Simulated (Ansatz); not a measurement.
# Nickel, A15 under RPBE: structure and ground-state energy

What does RPBE give for nickel in the A15 structure? We relax it, then solve it on a dense k-mesh. Spin polarisation is left out, though the real metal is magnetic, so this state lies above the ground state. The k-meshes are 6×6×6 for the relaxation; 8×8×8 for the dense run.

Program: Ansatz 0.2.0. Level of theory: DFT RPBE, plane waves (420 eV) with PAW, scalar-relativistic; PBE-made PAW files. These are calculated values, not measurements.

## 1. Starting point

It takes space group Pm-3n (No. 223, cubic). Conventional cell: a = 4.440 Å, b = 4.440 Å, c = 4.440 Å, α = 90.00°, β = 90.00°, γ = 90.00°. Around Ni (site symmetry m-3) lie 12 Ni at 2.48 Å. Ni (site symmetry -4m2) has 6 Ni at 2.22 to 2.48 Å as nearest neighbours.

As a file:

```
Ni
1.0
     4.43981    0.00000    0.00000
     0.00000    4.43981    0.00000
     0.00000    0.00000    4.43981
Ni
8
Direct
  0.00000 0.00000 0.00000
  0.50000 0.50000 0.50000
  0.25000 0.00000 0.50000
  0.75000 0.00000 0.50000
  0.50000 0.25000 0.00000
  0.50000 0.75000 0.00000
  0.00000 0.50000 0.25000
  0.00000 0.50000 0.75000
```

## 2. Relaxation of the cell

Contents of input.yaml:

```yaml
crystal:
  lattice:
    - [4.4398105893, 0.0, 0.0]
    - [0.0, 4.4398105893, 0.0]
    - [0.0, 0.0, 4.4398105893]
  atoms:
    - { symbol: Ni, position: [0.0, 0.0, 0.0] }
    - { symbol: Ni, position: [0.5, 0.5, 0.5] }
    - { symbol: Ni, position: [0.25, 0.0, 0.5] }
    - { symbol: Ni, position: [0.75, 0.0, 0.5] }
    - { symbol: Ni, position: [0.5, 0.25, 0.0] }
    - { symbol: Ni, position: [0.5, 0.75, 0.0] }
    - { symbol: Ni, position: [0.0, 0.5, 0.25] }
    - { symbol: Ni, position: [0.0, 0.5, 0.75] }
hamiltonian:
  xc: rpbe
  pseudopotentials:
    kind: paw
    azcp:
      Ni: "pseudopotentials/Ni.paw.azcp"
basis:
  ecutwfc: 420
  fft_grid_basis: typed
kpoints:
  mp_grid: { grid: [6, 6, 6], shift: [0, 0, 0] }
magnetization:
  spin_polarized: false
scf:
  occupations: { method: fermi_dirac, width: 0.1 }
relax:
  max_steps: 60
  f_tol: 0.01
  cell: {}
```

Launch:

```bash
$ ansatz run input.yaml --threads 4 --pin off --max-ram 8192MiB --backend cpu --events-out ev --progress --plain --runs-dir out
```

The log of the run:

```text
Warning: RAYON_NUM_THREADS=4 ignored (pool sized by the plan → 4); use --threads N
Engine: ansatz 0.2.0, aarch64-unknown-linux-gnu
Pseudopotentials: kind: paw
Pseudopotential: Ni, paw, valence charge 18, recommended cutoff 420 eV (normal), <dir>
Functional definition: RPBE
  parameter kappa = 0.804
  parameter beta = 0.06672455060314922
  exchange = rpbe_x(kappa = kappa, mu = beta*pi^2/3)
  correlation = pbe_c(beta = beta)
Crystal: 8 atoms, lattice volume = 87.517 Å³
Basis set: ecut = 420 eV, 1743 PW (Γ), exchange–correlation on 60×60×60 points (8 copies of the dense FFT grid, shifted against one another)
Bands: 87, of which v1, the nominal top of the filled ones, is band 72 counted from 1 (71 counted from 0)
Symmetry: 48 space group operations
Space group: Pm-3n (ITA 223), of the structure as read, at distance tolerance 4.4e-5 Å
k-points: 20 of 216
Non-local potential: Ni, projectors of the file, l = 0: 3, l = 1: 2, l = 2: 3, l = 3: 1
PAW form: soft (Blöchl's): semilocal exchange-correlation on the pseudo side does not see the compensation charge
PAW frozen core: Ni, regenerated for the run's functional, and the local potential with it (the file was generated under x = pbe(κ = 0.804, μ = 0.2195149727645171), c = pbe(β = 0.06672455060314922))
PAW one-centre angular grid: Ni, 590 points (default); XC on 64 Gauss nodes
Initial density: superposition of atomic densities (neutral atoms: chi_scale 0, normalization atom), corrected by the library's trained network
Initial wavefunctions: pseudopotential atomic-orbital guess
Functional: x = rpbe, c = pbe(β = 0.06672455060314922)
SCF iter   1: F=—  HF=-46756.794241 eV  |F-HF|=—  |Δ(HF+E_count)|=         —  Δρ=2.01e-2  dr2=1.77e-1  ethr=1.77e-3  ⟨swp⟩=5.3  Hψ=5251  notcnv=0  defer=53
preconditioner: auto → Kerker (q_TF=auto, 2.964 Å⁻¹)  [metal: Δε(μ)=0.004 eV  Ē_g=7.802 eV  σ=0.100 eV  W_gap=0.01  n_scr=32 (ndim 8)  ℏωp=35.5 eV  f_vac=0.000  D(μ)=19.89/eV (n_scr^D=388)]
SCF iter   2: F=—  HF=-46756.773836 eV  |F-HF|=—  |Δ(HF+E_count)|=   2.04e-2  Δρ=5.10e-3  dr2=1.47e-2  ethr=1.23e-4  ⟨swp⟩=2.0  Hψ=3438  notcnv=0  defer=56
SCF iter   3: F=—  HF=-46756.772765 eV  |F-HF|=—  |Δ(HF+E_count)|=   1.07e-3  Δρ=1.67e-3  dr2=1.71e-3  ethr=1.02e-5  ⟨swp⟩=1.9  Hψ=1730  notcnv=0  defer=56
SCF iter   4: F=—  HF=-46756.772674 eV  |F-HF|=—  |Δ(HF+E_count)|=   9.08e-5  Δρ=2.86e-4  dr2=4.08e-5  ethr=1.19e-6  ⟨swp⟩=1.2  Hψ=1701  notcnv=0  defer=56
SCF iter   5: F=—  HF=-46756.772455 eV  |F-HF|=—  |Δ(HF+E_count)|=   2.20e-4  Δρ=1.46e-4  dr2=7.49e-6  ethr=2.84e-8  ⟨swp⟩=2.2  Hψ=2739  notcnv=0  defer=56
SCF iter   6: F=—  HF=-46756.772453 eV  |F-HF|=—  |Δ(HF+E_count)|=   1.40e-6  Δρ=3.73e-5  dr2=9.12e-7  ethr=5.20e-9  ⟨swp⟩=2.5  Hψ=2941  notcnv=0  defer=56
SCF iter   7: F=—  HF=-46756.772453 eV  |F-HF|=—  |Δ(HF+E_count)|=   1.69e-7  Δρ=2.15e-5  dr2=3.98e-7  ethr=6.33e-10  ⟨swp⟩=2.3  Hψ=2767  notcnv=0  defer=56
SCF iter   8: F=-46756.772453 eV  HF=-46756.772453 eV  |F-HF|=6.68e-9  |Δ(HF+E_count)|=   1.80e-8  Δρ=5.44e-6  dr2=8.11e-9  ethr=6.94e-11  ⟨swp⟩=3.4  Hψ=6498  notcnv=0
SCF 1 converged in 8 iterations: F = -46756.772453 eV  dr2 = 8.11e-9
relax step   1: F+E_penalty+E_count = -46756.77245337 eV  Δ(F+E_penalty+E_count) = +0.000e0 eV  max|allowed force component| = 2.205e-17 eV/Å  Δτ_max = 0.0000 Å  P = +8.384 GPa  Ω = 87.517 Å³  (8 SCF iters, dr2 threshold 1.00e-7 eV, accepted)
Crystal: 8 atoms, lattice volume = 89.479 Å³
Initial density: handed on by an earlier stage of this run
Initial wavefunctions: those handed on with the density
iter 1 solved again at ethr=3.35e-6 eV; its pass at ethr=3.10e-3 eV (dr2=4.83e-3 eV) is discarded
SCF iter   1: F=—  HF=-46756.847436 eV  |F-HF|=—  |Δ(HF+E_count)|=         —  Δρ=3.22e-3  dr2=5.37e-3  ethr=3.35e-6  ⟨swp⟩=2.0  Hψ=7338  notcnv=0
preconditioner: auto → Kerker (q_TF=auto, 2.953 Å⁻¹)  [metal: Δε(μ)=0.006 eV  Ē_g=7.684 eV  σ=0.100 eV  W_gap=0.01  n_scr=32 (ndim 8)  ℏωp=35.1 eV  f_vac=0.000  D(μ)=20.84/eV (n_scr^D=436)]
SCF iter   2: F=—  HF=-46756.846685 eV  |F-HF|=—  |Δ(HF+E_count)|=   7.51e-4  Δρ=1.04e-3  dr2=6.70e-4  ethr=3.35e-6  ⟨swp⟩=2.3  Hψ=2364  notcnv=0
SCF iter   3: F=—  HF=-46756.846234 eV  |F-HF|=—  |Δ(HF+E_count)|=   4.51e-4  Δρ=2.97e-4  dr2=6.07e-5  ethr=4.65e-7  ⟨swp⟩=1.0  Hψ=1740  notcnv=0
SCF iter   4: F=—  HF=-46756.846232 eV  |F-HF|=—  |Δ(HF+E_count)|=   1.29e-6  Δρ=8.07e-5  dr2=1.75e-6  ethr=4.22e-8  ⟨swp⟩=2.1  Hψ=2415  notcnv=0
iter 5 did not close the SCF: its close was put off for the readings that it lacked (scf_convergence_deferred on its scf_iter line)
SCF iter   5: F=-46756.846235 eV  HF=-46756.846235 eV  |F-HF|=2.12e-7  |Δ(HF+E_count)|=   2.89e-6  Δρ=2.72e-5  dr2=3.08e-7  ethr=1.22e-9  ⟨swp⟩=2.0  Hψ=3113  notcnv=0
SCF iter   6: F=-46756.846235 eV  HF=-46756.846235 eV  |F-HF|=2.33e-10  |Δ(HF+E_count)|=   5.60e-8  Δρ=8.27e-6  dr2=3.70e-8  ethr=2.14e-10  ⟨swp⟩=2.8  Hψ=5373  notcnv=0
SCF 2 converged in 6 iterations: F = -46756.846235 eV  dr2 = 3.70e-8
relax step   2: F+E_penalty+E_count = -46756.84623510 eV  Δ(F+E_penalty+E_count) = -7.378e-2 eV  max|allowed force component| = 7.047e-17 eV/Å  Δτ_max = 0.0000 Å  P = +3.941 GPa  Ω = 89.479 Å³  energy of the carried Pulay correction = -1.113e-3 eV  (6 SCF iters, dr2 threshold 8.00e-7 eV, accepted)
Crystal: 8 atoms, lattice volume = 91.295 Å³
Basis set: ecut = 420 eV, 1791 PW (Γ), exchange–correlation on 60×60×60 points (8 copies of the dense FFT grid, shifted against one another)
iter 1 solved again at ethr=2.75e-6 eV; its pass at ethr=3.10e-3 eV (dr2=3.95e-3 eV) is discarded
SCF iter   1: F=—  HF=-46756.869960 eV  |F-HF|=—  |Δ(HF+E_count)|=         —  Δρ=2.96e-3  dr2=4.61e-3  ethr=2.75e-6  ⟨swp⟩=2.0  Hψ=7418  notcnv=0
preconditioner: auto → Kerker (q_TF=auto, 2.944 Å⁻¹)  [metal: Δε(μ)=0.005 eV  Ē_g=7.540 eV  σ=0.100 eV  W_gap=0.01  n_scr=32 (ndim 8)  ℏωp=34.8 eV  f_vac=0.000  D(μ)=21.27/eV (n_scr^D=436)]
SCF iter   2: F=—  HF=-46756.869309 eV  |F-HF|=—  |Δ(HF+E_count)|=   6.51e-4  Δρ=9.58e-4  dr2=5.76e-4  ethr=2.75e-6  ⟨swp⟩=2.5  Hψ=2294  notcnv=0
SCF iter   3: F=—  HF=-46756.868850 eV  |F-HF|=—  |Δ(HF+E_count)|=   4.59e-4  Δρ=2.81e-4  dr2=5.53e-5  ethr=4.00e-7  ⟨swp⟩=1.1  Hψ=1747  notcnv=0
SCF iter   4: F=—  HF=-46756.868848 eV  |F-HF|=—  |Δ(HF+E_count)|=   1.85e-6  Δρ=7.69e-5  dr2=1.63e-6  ethr=3.84e-8  ⟨swp⟩=2.0  Hψ=2346  notcnv=0
iter 5 did not close the SCF: its close was put off for the readings that it lacked (scf_convergence_deferred on its scf_iter line)
SCF iter   5: F=-46756.868850 eV  HF=-46756.868851 eV  |F-HF|=2.55e-7  |Δ(HF+E_count)|=   2.58e-6  Δρ=2.79e-5  dr2=3.30e-7  ethr=1.13e-9  ⟨swp⟩=2.0  Hψ=3145  notcnv=0
SCF iter   6: F=-46756.868851 eV  HF=-46756.868851 eV  |F-HF|=4.48e-9  |Δ(HF+E_count)|=   6.32e-8  Δρ=8.62e-6  dr2=4.13e-8  ethr=2.29e-10  ⟨swp⟩=2.7  Hψ=5510  notcnv=0
SCF 3 converged in 6 iterations: F = -46756.868851 eV  dr2 = 4.13e-8
relax step   3: F+E_penalty+E_count = -46756.86885059 eV  Δ(F+E_penalty+E_count) = -2.262e-2 eV  max|allowed force component| = 8.103e-17 eV/Å  Δτ_max = 0.0000 Å  P = +0.299 GPa  Ω = 91.295 Å³  energy of the carried Pulay correction = -2.122e-3 eV  (6 SCF iters, dr2 threshold 8.00e-7 eV, accepted)
Crystal: 8 atoms, lattice volume = 91.453 Å³
iter 1 solved again at ethr=4.80e-8 eV; its pass at ethr=3.10e-3 eV (dr2=6.91e-5 eV) is discarded
SCF iter   1: F=—  HF=-46756.869264 eV  |F-HF|=—  |Δ(HF+E_count)|=         —  Δρ=2.58e-4  dr2=3.48e-5  ethr=4.80e-8  ⟨swp⟩=2.0  Hψ=6337  notcnv=0
preconditioner: auto → Kerker (q_TF=auto, 2.943 Å⁻¹)  [metal: Δε(μ)=0.005 eV  Ē_g=7.522 eV  σ=0.100 eV  W_gap=0.01  n_scr=32 (ndim 8)  ℏωp=34.7 eV  f_vac=0.000  D(μ)=21.30/eV (n_scr^D=436)]
SCF iter   2: F=—  HF=-46756.868912 eV  |F-HF|=—  |Δ(HF+E_count)|=   3.52e-4  Δρ=8.69e-5  dr2=4.68e-6  ethr=2.42e-8  ⟨swp⟩=1.9  Hψ=2379  notcnv=0
SCF iter   3: F=—  HF=-46756.868911 eV  |F-HF|=—  |Δ(HF+E_count)|=   9.75e-7  Δρ=2.38e-5  dr2=3.97e-7  ethr=3.25e-9  ⟨swp⟩=1.1  Hψ=1758  notcnv=0
iter 4 did not close the SCF: its close was put off for the readings that it lacked (scf_convergence_deferred on its scf_iter line)
SCF iter   4: F=-46756.868911 eV  HF=-46756.868911 eV  |F-HF|=1.39e-8  |Δ(HF+E_count)|=   1.49e-8  Δρ=6.81e-6  dr2=1.51e-8  ethr=2.76e-10  ⟨swp⟩=2.0  Hψ=2377  notcnv=0
iter 5 did not close the SCF: its close was put off for the readings that it lacked (scf_convergence_deferred on its scf_iter line)
SCF iter   5: F=-46756.868911 eV  HF=-46756.868911 eV  |F-HF|=1.30e-9  |Δ(HF+E_count)|=   1.62e-8  Δρ=1.93e-6  dr2=2.49e-9  ethr=1.05e-11  ⟨swp⟩=2.0  Hψ=2946  notcnv=0
SCF iter   6: F=-46756.868911 eV  HF=-46756.868911 eV  |F-HF|=5.82e-11  |Δ(HF+E_count)|=  1.96e-10  Δρ=7.74e-7  dr2=2.63e-10  ethr=1.73e-12  ⟨swp⟩=2.0  Hψ=3812  notcnv=0
SCF 4 converged in 6 iterations: F = -46756.868911 eV  dr2 = 2.63e-10
relax step   4: F+E_penalty+E_count = -46756.86891125 eV  Δ(F+E_penalty+E_count) = -6.066e-5 eV  max|allowed force component| = 6.245e-17 eV/Å  Δτ_max = 0.0000 Å  P = +0.001 GPa  Ω = 91.453 Å³  energy of the carried Pulay correction = -2.209e-3 eV  (6 SCF iters, dr2 threshold 2.23e-7 eV, accepted)
Basis set: ecut = 420 eV, 1791 PW (Γ), exchange–correlation on 64×64×64 points (8 copies of the dense FFT grid, shifted against one another)
Initial wavefunctions: pseudopotential atomic-orbital guess (no wavefunctions were taken with the density)
iter 1 solved again at ethr=5.29e-8 eV; its pass at ethr=3.10e-3 eV (dr2=7.62e-5 eV) is discarded
SCF iter   1: F=—  HF=-46756.864685 eV  |F-HF|=—  |Δ(HF+E_count)|=         —  Δρ=1.43e-3  dr2=4.09e-5  ethr=5.29e-8  ⟨swp⟩=3.2  Hψ=10388  notcnv=0
preconditioner: auto → Kerker (q_TF=auto, 2.943 Å⁻¹)  [metal: Δε(μ)=0.005 eV  Ē_g=7.521 eV  σ=0.100 eV  W_gap=0.01  n_scr=32 (ndim 8)  ℏωp=34.7 eV  f_vac=0.000  D(μ)=21.30/eV (n_scr^D=436)]
SCF iter   2: F=—  HF=-46756.869039 eV  |F-HF|=—  |Δ(HF+E_count)|=   4.35e-3  Δρ=7.33e-4  dr2=1.30e-5  ethr=2.84e-8  ⟨swp⟩=1.0  Hψ=1740  notcnv=0
SCF iter   3: F=—  HF=-46756.870497 eV  |F-HF|=—  |Δ(HF+E_count)|=   1.46e-3  Δρ=2.63e-5  dr2=6.24e-8  ethr=9.05e-9  ⟨swp⟩=1.9  Hψ=1806  notcnv=0
SCF iter   4: F=—  HF=-46756.870505 eV  |F-HF|=—  |Δ(HF+E_count)|=   7.87e-6  Δρ=4.44e-6  dr2=2.91e-9  ethr=4.33e-11  ⟨swp⟩=2.0  Hψ=3226  notcnv=0
SCF iter   5: F=—  HF=-46756.870505 eV  |F-HF|=—  |Δ(HF+E_count)|=   4.27e-8  Δρ=3.13e-6  dr2=4.60e-9  ethr=2.02e-12  ⟨swp⟩=2.0  Hψ=3239  notcnv=0
SCF iter   6: F=—  HF=-46756.870505 eV  |F-HF|=—  |Δ(HF+E_count)|=  9.46e-10  Δρ=6.22e-7  dr2=1.55e-10  ethr=2.02e-12  ⟨swp⟩=2.0  Hψ=2362  notcnv=0
SCF iter   7: F=-46756.870505 eV  HF=-46756.870505 eV  |F-HF|=1.46e-11  |Δ(HF+E_count)|=  4.37e-11  Δρ=1.13e-7  dr2=3.24e-12  ethr=1.00e-12  ⟨swp⟩=4.2  Hψ=6110  notcnv=0
SCF 5 converged in 7 iterations: F = -46756.870505 eV  dr2 = 3.24e-12
relax step   5: F+E_penalty+E_count = -46756.87050467 eV  Δ(F+E_penalty+E_count) = -1.593e-3 eV  max|allowed force component| = 4.692e-17 eV/Å  Δτ_max = 0.0000 Å  P = -0.036 GPa  Ω = 91.453 Å³  stress off target by 3.59e-2 GPa  SCF on the basis re-selected at this cell (its energy is not comparable with the rows above)  (7 SCF iters)
basis re-selected at this cell: Δ(F+E_penalty+E_count) = -1.593e-3 eV, ΔP = -0.037 GPa vs the last step (what re-selecting the basis moved, of the pressure what is left beyond the Pulay correction that the steps carried, after the strain that the cell walked since its last selection, with what the two solves' SCF thresholds leave and, on support functions, any second-order correction that the steps lacked; it is no measure of the basis error at this ecutwfc). The dense FFT grid was sized anew with the basis: this SCF ran on 32×32×32 points, the steps before it on 30×30×30, so part of this shift can come from that change (see relax.cell in the input reference). This SCF's stress stands 3.59e-2 GPa from its target on what of the cell is left free (relax.cell.stress_tol is 5.00e-2 GPa) and its largest allowed force component is 4.69e-17 eV/Å (relax.f_tol is 1.00e-2 eV/Å): within both
SCF converged after 7 iterations
Free energy (F): -46756.870505 eV
Harris-Foulkes:  -46756.870505 eV  (|F-HF|=1.46e-11)
Internal energy: -46756.178592 eV  (E = F + TS)
E sigma→0 (E₀):  -46756.524548 eV
Entropy (-TS):   -0.691913 eV (-86.489 meV/atom)
Fermi energy:    17.071814 eV
--- Per-component energies (eV) ---
  E_band       = -2393.376064
  E_kinetic    = 2252.663709
  E_local      = -28279.925529  (includes V_loc(G=0)·N_el)
  E_nonlocal   = 5096.938121
  E_hartree    = 11812.243731
  E_xc         = -674.360303
  E_vxc        = -868.233236  (∫ρ·V_xc dr)
  E_paw        = -13090.387175  (= ΣΔE_a)
  E_vpaw       = -4219.311023  (= ΣTr[D̂ρ^β])
  E_aug_tail   = 0.004430  (compensation charges beyond the density's cutoff)
  E_ewald      = -23873.000813
  E_core_change = -0.354763  (= ΣΔE_core)
  E_smearing   = -0.691913  (= −TS)
  E_closure    = 0.000000  (closes the sum)
  Σ components = -46756.870505   (vs F -46756.870505, Δ=0.00e0)
--- Forces (eV/Å), atoms counted from 1 ---
  atom   1  Ni     0.00000000     0.00000000     0.00000000
  atom   2  Ni     0.00000000    -0.00000000     0.00000000
  atom   3  Ni    -0.00000000    -0.00000000    -0.00000000
  atom   4  Ni     0.00000000     0.00000000     0.00000000
  atom   5  Ni    -0.00000000     0.00000000    -0.00000000
  atom   6  Ni     0.00000000     0.00000000     0.00000000
  atom   7  Ni    -0.00000000    -0.00000000    -0.00000000
  atom   8  Ni     0.00000000     0.00000000    -0.00000000
  max |Σ_I F_I| component: 3.64e-17 eV/Å
--- Stress (GPa, compression-positive) ---
       -0.035918      -0.000000      -0.000000
       -0.000000      -0.035918      -0.000000
       -0.000000      -0.000000      -0.035918
  P = ⅓ Tr σ = -0.0359 GPa (-0.359 kbar)
--- Relaxed structure (4 steps of the walk, 4 accepted, 1 SCFs on fresh bases) ---
  F+E_penalty+E_count = -46756.87050467 eV   max|allowed force component| = 4.692e-17 eV/Å   (the final SCF, on the basis selected at the relaxed cell)
  cell:  # Å, volume = 91.4529 Å³
    - [4.505390964745946, 1.039199699158946e-33, -1.3642003772742921e-34]
    - [1.039199699158946e-33, 4.505390964745946, 3.209883240645393e-35]
    - [-2.006177025403371e-34, 3.209883240645393e-35, 4.505390964745946]
  atoms:
    - { symbol: Ni, position: [-2.666685630692358e-35, 9.48907992494183e-36, 4.970470436874291e-36] }
    - { symbol: Ni, position: [0.5, 0.5, 0.5] }
    - { symbol: Ni, position: [0.25, 5.919378429368476e-35, 0.5] }
    - { symbol: Ni, position: [0.7500000000000001, 4.0667485392607645e-36, 0.5] }
    - { symbol: Ni, position: [0.5, 0.25, 8.585358027328323e-36] }
    - { symbol: Ni, position: [0.5, 0.7500000000000001, 1.0392801822555338e-35] }
    - { symbol: Ni, position: [8.35236722559986e-36, 0.5, 0.25] }
    - { symbol: Ni, position: [9.256089123213354e-36, 0.5, 0.7500000000000001] }
```

Wall time 11 s (4 threads of Arm Neoverse V1, shared host); peak memory 0.54 GiB.

The steps of the relaxation:

| step | energy change (meV/atom) | largest force (eV/Å) | pressure (GPa) | volume (Å³/atom) |
| --- | --- | --- | --- | --- |
| 1 | 0.00 | 0.0000 | 8.38 | 10.940 |
| 2 | -9.22 | 0.0000 | 3.94 | 11.185 |
| 3 | -12.05 | 0.0000 | 0.30 | 11.412 |
| 4 | -12.06 | 0.0000 | 0.00 | 11.432 |
| 5 | -12.26 | 0.0000 | -0.04 | 11.432 |

Steps that repeat a cell are solved on a basis chosen anew, so their changes of energy are no gain of the relaxation.

The cell of the run, before and after:

|  | before | after | change |
| --- | --- | --- | --- |
| a (Å) | 4.440 | 4.505 | +1.5 % |
| b (Å) | 4.440 | 4.505 | +1.5 % |
| c (Å) | 4.440 | 4.505 | +1.5 % |
| volume (Å³/atom) | 10.940 | 11.432 | +4.5 % |
| shortest distance (Å) | 2.220 | 2.253 | +1.5 % |
| space group (spins left aside) | Pm-3n | Pm-3n | same |

## 3. Dense single point

Edit input.yaml of step 2 so:

```diff
@@ -2,7 +2,7 @@
   lattice:
-    - [4.4398105893, 0.0, 0.0]
-    - [0.0, 4.4398105893, 0.0]
-    - [0.0, 0.0, 4.4398105893]
+    - [4.5053909647, 0.0, 0.0]
+    - [0.0, 4.5053909647, 0.0]
+    - [0.0, 0.0, 4.5053909647]
   atoms:
-    - { symbol: Ni, position: [0.0, 0.0, 0.0] }
+    - { symbol: Ni, position: [1.0, 0.0, 0.0] }
     - { symbol: Ni, position: [0.5, 0.5, 0.5] }
@@ -24,3 +24,3 @@
 kpoints:
-  mp_grid: { grid: [6, 6, 6], shift: [0, 0, 0] }
+  mp_grid: { grid: [8, 8, 8], shift: [0, 0, 0] }
 magnetization:
@@ -29,5 +29 @@
   occupations: { method: fermi_dirac, width: 0.1 }
-relax:
-  max_steps: 60
-  f_tol: 0.01
-  cell: {}
```

Launch:

```bash
$ ansatz run input.yaml --threads 4 --pin off --max-ram 8192MiB --backend cpu --events-out ev --progress --plain --runs-dir out
```

The log of the run, cut to the lines that bear on the results:

```text
Warning: RAYON_NUM_THREADS=4 ignored (pool sized by the plan → 4); use --threads N
[...]
Pseudopotentials: kind: paw
Pseudopotential: Ni, paw, valence charge 18, recommended cutoff 420 eV (normal), <dir>
Functional definition: RPBE
[...]
Crystal: 8 atoms, lattice volume = 91.453 Å³
Basis set: ecut = 420 eV, 1791 PW (Γ)
Bands: 87, of which v1, the nominal top of the filled ones, is band 72 counted from 1 (71 counted from 0)
Symmetry: 48 space group operations
Space group: Pm-3n (ITA 223), of the structure as read, at distance tolerance 4.5e-5 Å
k-points: 35 of 512
[...]
SCF iter   1: F=—  HF=-46756.878852 eV  |F-HF|=—  |Δ(HF+E_count)|=         —  Δρ=1.79e-2  dr2=1.46e-1  ethr=1.77e-3  ⟨swp⟩=5.1  Hψ=9076  notcnv=0  defer=98
[...]
SCF iter   8: F=-46756.861205 eV  HF=-46756.861205 eV  |F-HF|=4.69e-9  |Δ(HF+E_count)|=   1.23e-8  Δρ=4.27e-6  dr2=6.08e-9  ethr=6.94e-11  ⟨swp⟩=2.0  Hψ=6328  notcnv=0
[...]
SCF converged after 8 iterations
Free energy (F): -46756.861205 eV
[...]
E sigma→0 (E₀):  -46756.514609 eV
Entropy (-TS):   -0.693192 eV (-86.649 meV/atom)
Fermi energy:    17.071730 eV
[...]
```

Wall time 3.9 s (4 threads of Arm Neoverse V1, shared host); peak memory 0.57 GiB.

## 4. Summary of results

| quantity | value |
| --- | --- |
| space group (spins left aside) | Pm-3n (No. 223) |
| conventional cell | a = 4.505 Å |
| volume | 11.432 Å³/atom |
| shortest distance | 2.253 Å |
| gap on the mesh | none (levels filled in part) |
| relative to fcc, ferromagnetic | +173 meV/atom |

The relaxation enlarged the cell by 4.5 % in volume. Against the reference form of nickel (fcc, ferromagnetic, computed apart with the same settings) it stands 173 meV/atom higher; part of this is magnetic energy, as this run has no moments. No gap shows: it is a metal or semimetal at this level. The symmetry was held, so the structure may be unstable against distortions that break it.
